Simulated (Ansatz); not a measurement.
Crystal: CuO.

```
CELL_PARAMETERS angstrom
2.55255 0.00000 0.00000
0.00000 2.55255 0.00000
0.00000 0.00000 2.55255
ATOMIC_POSITIONS crystal
Cu 0.00000 0.00000 0.00000
O 0.50000 0.50000 0.50000
```

Measurements of this composition are mostly on another form, of space group No. 15.

| Property | Result |
| --- | --- |
| Program | Ansatz 0.2.0 |
| Task | relaxation of cell and atoms |
| Functional | PBE |
| Dispersion | D4 |
| Potentials or basis | Ansatz PAW |
| Cutoff | 420 eV (not typed: the program's choice for these potentials) |
| k mesh | 10 × 10 × 10 |
| Occupations | fermi-dirac, width 0.05 eV |
| Spin | no spin polarisation |

At the start: volume 8.32 Å³/atom.

Problem. Where does the relaxation end?

Solution. It ends after 7 steps and the volume is 8.93 Å³/atom (+7.4 %); space group Pm-3m (No. 221, to 0.05 Å).

The path:
```tsv
step	energy change (eV)	largest force (eV/Å)	volume (Å³)
1	0.0000	0.0000	16.63
2	-0.0359	0.0000	17.17
3	-0.0478	0.0000	17.74
4	-0.0476	0.0000	17.80
5	-0.0554	0.0000	17.80
6	-0.0552	0.0000	17.86
7	-0.0554	0.0000	17.86
```

Final structure:
```
Cu O
1.0
     2.61388    0.00000    0.00000
     0.00000    2.61388    0.00000
     0.00000    0.00000    2.61388
Cu O
1 1
Direct
  0.00000 0.00000 0.00000
  0.50000 0.50000 0.50000
```

Caveat: the plane-wave basis is chosen anew once the cell has moved, so the energies of steps on either side of that aren't comparable; the pressure holds a Pulay correction of +0.8 GPa for the finite cutoff; an odd number of electrons without spin polarisation forces a metal; a magnetic or distorted state may lie lower; the run has no spin polarisation, though such a crystal can be magnetic; pairwise dispersion overbinds metals, which lowers pressure and volume.
